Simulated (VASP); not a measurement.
# SnO2 (P6_3/mmc) in VASP: further runs

One crystal, SnO2, is run at these levels: PBE; tasks: single point.

Program: VASP 6.6.1. These are calculated values, not measurements. Logs are shortened: lines on timing, memory, paths and dates and some standing lists are left out, and cuts for length are marked.

## (1) The crystal as given

Symmetry: P6_3/mmc, No. 194, hexagonal system. Conventional cell: a = 3.231 Å, b = 3.231 Å, c = 10.791 Å, α = 90.00°, β = 90.00°, γ = 120.00°. Sn (site symmetry -3m) is surrounded by 6 O at 2.12 Å. O (site symmetry 3m) has 3 Sn at 2.12 Å as nearest neighbours.

Measurements of this composition are mostly on another form, of space group No. 136.

## (2) Single point, PBE

Contents of INCAR:

```
PREC = Accurate
ENCUT = 520
EDIFF = 1E-6
ISMEAR = 0
SIGMA = 0.01
LREAL = F
LASPH = T
NELM = 100
ALGO = Normal
ISIF = 2
LWAVE = F
LCHARG = F
GGA = PE
NBANDS = 35
```

Contents of KPOINTS:

```
Automatic mesh
0
Gamma
  8 8 2
```

Contents of POSCAR:

```
SnO2
1.0
    3.2305756200      0.0000000000      0.0000000000
   -1.6152878100      2.7977605500      0.0000000000
    0.0000000000      0.0000000000     10.7905620000
Sn O
2 4
Direct
    0.0000000000      0.0000000000      0.5000000000
    0.0000000000      0.0000000000      0.0000000000
    0.6666666680      0.3333333298      0.4058619996
    0.6666666680      0.3333333298      0.0941380004
    0.3333333289      0.6666666702      0.5941380004
    0.3333333289      0.6666666702      0.9058619996
```

Potentials or basis: VASP PAW PBE potentials, release 64 (Sn_d, O).

Launch:

```bash
$ cat potpaw_PBE.64/Sn_d/POTCAR potpaw_PBE.64/O/POTCAR > POTCAR
$ mpirun -np 1 vasp_std > vasp.out
```

OUTCAR:

```text
PREC = Accurate
   ENCUT = 520
   EDIFF = 1E-6
   ISMEAR = 0
   LREAL = F
   LASPH = T
   NELM = 100
   ISIF = 2
   GGA = PE

 ion  position               nearest neighbor table
   1  0.000  0.000  0.500-   5 2.12   3 2.12   3 2.12   5 2.12   3 2.12   5 2.12
   2  0.000  0.000  0.000-   6 2.12   4 2.12   4 2.12   6 2.12   4 2.12   6 2.12
   3  0.667  0.333  0.406-   1 2.12   1 2.12   1 2.12
   4  0.667  0.333  0.094-   2 2.12   2 2.12   2 2.12
   5  0.333  0.667  0.594-   1 2.12   1 2.12   1 2.12
   6  0.333  0.667  0.906-   2 2.12   2 2.12   2 2.12

  LATTYP: Found a hexagonal cell.
 ALAT       =     3.2305756200
 C/A-ratio  =     3.3401360220

  Lattice vectors:

 A1 = (   3.2305756200,   0.0000000000,   0.0000000000)
 A2 = (  -1.6152878100,   2.7977605500,   0.0000000000)
 A3 = (   0.0000000000,   0.0000000000,  10.7905620000)

Analysis of symmetry for initial positions (statically):
=====================================================================
 Subroutine PRICEL returns:
 Original cell was already a primitive cell.

 Routine SETGRP: Setting up the symmetry group for a
 hexagonal supercell.

 Subroutine GETGRP returns: Found 24 space group operations
 (whereof 12 operations were pure point group operations)
 out of a pool of 24 trial point group operations.

The static configuration has the point symmetry D_3d.
 The point group associated with its full space group is D_6h.

Analysis of symmetry for dynamics (positions and initial velocities):
=====================================================================
 Subroutine PRICEL returns:
 Original cell was already a primitive cell.

 Routine SETGRP: Setting up the symmetry group for a
 hexagonal supercell.

 Subroutine GETGRP returns: Found 24 space group operations
 (whereof 12 operations were pure point group operations)
 out of a pool of 24 trial point group operations.

The dynamic configuration has the point symmetry D_3d.
 The point group associated with its full space group is D_6h.

 Subroutine INISYM returns: Found 24 space group operations
 (whereof 12 operations are pure point group operations),
 and found     1 'primitive' translations

----------------------------------------------------------------------------------------

                                     Primitive cell

  volume of cell :      97.5292

  direct lattice vectors                    reciprocal lattice vectors
     3.230575620  0.000000000  0.000000000     0.309542360  0.178714365  0.000000000
    -1.615287810  2.797760550  0.000000000     0.000000000  0.357428730  0.000000000
     0.000000000  0.000000000 10.790562000     0.000000000  0.000000000  0.092673579

  length of vectors
     3.230575620  3.230575615 10.790562000     0.357428729  0.357428730  0.092673579

  position of ions in fractional coordinates (direct lattice)
     0.000000000  0.000000000  0.500000000
     0.000000000  0.000000000  0.000000000
     0.666666668  0.333333330  0.405862000
     0.666666668  0.333333330  0.094138000
     0.333333329  0.666666670  0.594138000
     0.333333329  0.666666670  0.905862000

  ion indices of the primitive-cell ions
   primitive index   ion index
                 1           1
                 2           2
                 3           3
                 4           4
                 5           5
                 6           6

----------------------------------------------------------------------------------------

 KPOINTS: Automatic mesh

Automatic generation of k-mesh.
 Grid dimensions read from file:
 generate k-points for:    8    8    2

 Generating k-lattice:

  Cartesian coordinates                     Fractional coordinates (reciprocal lattice)
     0.038692795  0.022339296  0.000000000     0.125000000  0.000000000  0.000000000
     0.000000000  0.044678591  0.000000000     0.000000000  0.125000000  0.000000000
     0.000000000  0.000000000  0.046336790     0.000000000  0.000000000  0.500000000

  Length of vectors
     0.044678591  0.044678591  0.046336790

  Shift w.r.t. Gamma in fractional coordinates (k-lattice)
     0.000000000  0.000000000  0.000000000

 Subroutine IBZKPT returns following result:
 ===========================================

 Found     20 irreducible k-points:

 Following reciprocal coordinates:
            Coordinates               Weight
  0.000000  0.000000  0.000000      1.000000
  0.125000  0.000000  0.000000      6.000000
  0.250000  0.000000  0.000000      6.000000
  0.375000  0.000000  0.000000      6.000000
  0.500000  0.000000  0.000000      3.000000
  0.125000  0.125000  0.000000      6.000000
[... 12 lines left out ...]
  0.250000  0.250000  0.500000      6.000000
  0.375000  0.250000  0.500000      6.000000
   k-points           NKPTS =     20   k-points in BZ     NKDIM =     20   number of bands    NBANDS=     35
   number of dos      NEDOS =    301   number of ions     NIONS =      6
   total plane-waves  NPLWV =  46080
   dimension x,y,z NGX =    24 NGY =   24 NGZ =   80
   dimension x,y,z NGXF=    48 NGYF=   48 NGZF=  160
   ions per type =               2   4
   NGX,Y,Z   is equivalent  to a cutoff of  12.35, 12.35, 12.33 a.u.
   NGXF,Y,Z  is equivalent  to a cutoff of  24.70, 24.70, 24.65 a.u.
 SYSTEM =  unknown system
   PREC   = accura    normal or accurate (medium, high low for compatibility)
   ISTART =      0    job   : 0-new  1-cont  2-samecut
   ICHARG =      2    charge: 1-file 2-atom 10-const
   ISPIN  =      1    spin polarized calculation?
   LNONCOLLINEAR =      F non collinear calculations
   LSORBIT =      F    spin-orbit coupling
   LASPH  =      T    aspherical Exc in radial PAW
   ENCUT  =  520.0 eV  38.22 Ry    6.18 a.u.   6.01  6.01 20.06*2*pi/ulx,y,z
   NELM   =    100;   NELMIN=  2; NELMDL= -5     # of ELM steps
   EDIFF  = 0.1E-05   stopping-criterion for ELM
   LREAL  =      F    real-space projection
   EDIFFG = 0.1E-04   stopping-criterion for IOM
   NSW    =      0    number of steps for IOM
   IBRION =     -1    ionic relax: 0-MD 1-quasi-New 2-CG
   NFREE  =      0    steps in history (QN), initial steepest desc. (CG)
   ISIF   =      2    stress and relaxation
   ISYM   =      2    0-nonsym 1-usesym 2-fastsym
   POTIM  = 0.5000    time-step for ionic-motion
   TEBEG  =    0.0;   TEEND  =   0.0 temperature during run
   PSTRESS=    0.0 pullay stress
   NELECT =      52.0000    total number of electrons
   NUPDOWN=      -1.0000    fix difference up-down
   EMIN   =  10.00;   EMAX   =-10.00  energy-range for DOS
   EFERMI =   0.00;   METHOD = LEGACY
   ISMEAR =     0;   SIGMA  =   0.01  broadening in eV -4-tet -1-fermi 0-gaus
   EFERMI_NEDOS =   21; number of points for ismear=-14 and -15
   IALGO  =     38    algorithm
   IMIX   =      4    mixing-type and parameters
     AMIX     =   0.40;   BMIX     =  1.00
     AMIX_MAG =   1.60;   BMIX_MAG =  1.00
  volume/ion in A,a.u.               =      16.25       109.69
  Fermi-wavevector in a.u.,A,eV,Ry     =   1.327490  2.508591 23.976574  1.762228
  Thomas-Fermi vector in A             =   2.456798
   LORBIT       =      0    0 simple, 1 ext, 2 COOP (PROOUT), +10 PAW based schemes
   GGA     = PE    functional components
   LHFCALC =     F    Hartree Fock is set to
   AEXX    =    0.0000 exact exchange contribution
   IVDW    =     0    specifies the selected vdW correction
   LEPSILON=     F    determine dielectric tensor
   LRPA    =     F    only Hartree local field effects (RPA)
 non-spin polarized calculation
 Gauss-broadening in eV      SIGMA  =   0.01
  energy-cutoff  :      520.00
  volume of cell :       97.53
 maximum number of plane-waves:      2658
   NGX = 13   NGY = 13   NGZ = 41

 number of electron      51.9999995 magnetization

 Free energy of the ion-electron system (eV)
  ---------------------------------------------------
  ext. energy  EPLUGINS =         0.00000000
  ---------------------------------------------------
  free energy    TOTEN  =       -36.34784182 eV

  energy without entropy =      -36.34784182  energy(sigma->0) =      -36.34784182

 E-fermi :   2.2181     XC(G=0):  -9.1891

 val. band max:        2.0931731778   @ k =   0.2500   0.2500   0.0000
 cond. band min:       4.1818277661   @ k =   0.0000   0.0000   0.0000
 fundamental gap:      2.0886545883
 Fermi energy:         2.2181132270

 k-point     1 :       0.0000    0.0000    0.0000
  band No.  band energies     occupation
      1     -17.9427      2.00000
      2     -17.9420      2.00000
      3     -17.7292      2.00000
      4     -17.7292      2.00000
      5     -17.7292      2.00000
      6     -17.7292      2.00000
[... 27 lines left out ...]
     34      13.1833      0.00000
     35      13.2276      0.00000

 k-point     2 :       0.1250    0.0000    0.0000
  band No.  band energies     occupation
      1     -17.9071      2.00000
      2     -17.9065      2.00000
      3     -17.8291      2.00000
      4     -17.8285      2.00000
      5     -17.6989      2.00000
      6     -17.6989      2.00000
[... 27 lines left out ...]
     34      13.1731      0.00000
     35      13.4859      0.00000

 k-point     3 :       0.2500    0.0000    0.0000
  band No.  band energies     occupation
      1     -18.1589      2.00000
      2     -18.1570      2.00000
      3     -17.7375      2.00000
      4     -17.7371      2.00000
      5     -17.6505      2.00000
      6     -17.6504      2.00000
[... 27 lines left out ...]
     34      13.3380      0.00000
     35      14.1371      0.00000
[... 571 lines left out ...]
 k-point    19 :       0.2500    0.2500    0.5000
  band No.  band energies     occupation
      1     -18.2906      2.00000
      2     -18.2906      2.00000
      3     -17.9158      2.00000
      4     -17.9158      2.00000
      5     -17.6169      2.00000
      6     -17.6169      2.00000
[... 27 lines left out ...]
     34      13.2783      0.00000
     35      13.9882      0.00000

 k-point    20 :       0.3750    0.2500    0.5000
  band No.  band energies     occupation
      1     -18.2796      2.00000
      2     -18.2796      2.00000
      3     -17.9932      2.00000
      4     -17.9932      2.00000
      5     -17.6182      2.00000
      6     -17.6182      2.00000
[... 27 lines left out ...]
     34      12.7633      0.00000
     35      14.0270      0.00000

------------------------ aborting loop because EDIFF is reached ----------------------------------------

  FORCE on cell =-STRESS in cart. coord.  units (eV):
  Direction    XX          YY          ZZ          XY          YZ          ZX
  --------------------------------------------------------------------------------------
  -------------------------------------------------------------------------------------
  Total       -0.0305623     -0.0305623      0.2373360     -0.0000000      0.0000000      0.0000000
  in kB       -0.5020669     -0.5020669      3.8988776     -0.0000000      0.0000000      0.0000000
  external PRESSURE =       0.9649146 kB  Pullay stress =       0.0000000 kB

 VOLUME and BASIS-vectors are now :
 -----------------------------------------------------------------------------
  energy-cutoff  :      520.00
  volume of cell :       97.53
      direct lattice vectors                 reciprocal lattice vectors
     3.230575620  0.000000000  0.000000000     0.309542360  0.178714365  0.000000000
    -1.615287810  2.797760550  0.000000000     0.000000000  0.357428730  0.000000000
     0.000000000  0.000000000 10.790562000     0.000000000  0.000000000  0.092673579

 POSITION                                       TOTAL-FORCE (eV/Angst)
 -----------------------------------------------------------------------------------
      0.00000      0.00000      5.39528        -0.000000     -0.000000     -0.000000
      0.00000      0.00000      0.00000        -0.000000     -0.000000     -0.000000
      1.61529      0.93259      4.37948         0.000000      0.000000      0.045654
      1.61529      0.93259      1.01580        -0.000000      0.000000     -0.045654
     -0.00000      1.86517      6.41108         0.000000     -0.000000     -0.045654
     -0.00000      1.86517      9.77476         0.000000     -0.000000      0.045654
 -----------------------------------------------------------------------------------
    total drift:                                0.000023      0.000000      0.000000

  FREE ENERGIE OF THE ION-ELECTRON SYSTEM (eV)
  ---------------------------------------------------
  free  energy   TOTEN  =       -36.3478418168 eV

  energy  without entropy=      -36.3478418168  energy(sigma->0) =      -36.34784182
```

Wall time 28 s (1 thread of Intel Xeon 6975P-C (Granite Rapids), shared host); peak memory 0.22 GiB.

What came out:

- Free energy: -36.3478 eV
- Pressure: 0.1 GPa
- Largest force: 0.046 eV/Å
- Band gap on the k mesh: 2.09 eV, indirect (least direct gap 2.48 eV)

Forces on the atoms (eV/Å):
```
Sn   0.000  0.000  0.000
Sn   0.000  0.000  0.000
O    0.000  0.000  0.046
O    0.000  0.000 -0.046
O    0.000  0.000 -0.046
O    0.000  0.000  0.046
```

Stress tensor (GPa, compression positive):
```
-0.05  0.00  0.00
 0.00 -0.05  0.00
 0.00  0.00  0.39
```

Caveat: spin-orbit coupling is left out, which moves the levels of the heavy elements.

(Continued in part 2 of 2.)
